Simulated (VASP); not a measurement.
A run of VASP 6.6.1 is set up as follows.

INCAR

```
SYSTEM = Cu
ALGO = Normal
EDIFF = 1E-6
ENCUT = 520
GGA = PS
ISIF = 2
ISMEAR = 0
LASPH = .TRUE.
LCHARG = .FALSE.
LREAL = .FALSE.
LWAVE = .FALSE.
NBANDS = 12
NELM = 100
PREC = Accurate
SIGMA = 0.1
```

The input KPOINTS:

```
k-points
0
G
  9 9 8
  0 0 0
```

Contents of POSCAR:

```
Cu
1.0
    2.4413453846      0.0000000000      0.0000000000
   -1.2206726923      2.1142671224      0.0000000000
    0.0000000000      0.0000000000      2.3800302055
Cu
1
Direct
    0.0000000000      0.0000000000      0.0000000000
```

Potentials or basis: VASP PAW PBE potentials, release 64 (Cu).

Command:

```console
$ cat potpaw_PBE.64/Cu/POTCAR > POTCAR
$ mpirun -np 1 vasp_std > vasp.out
```

Task: What does it give for the band gap on the k mesh?

Result: None (metal or under the smearing width).

Task: Estimate the pressure.

Result: 0.7 GPa.

Stress tensor (GPa, compression positive):
```
0.82 0.00 0.00
0.00 0.82 0.00
0.00 0.00 0.54
```

Caveat: the PAW data sets were made with another functional, which shifts forces and pressure a little.
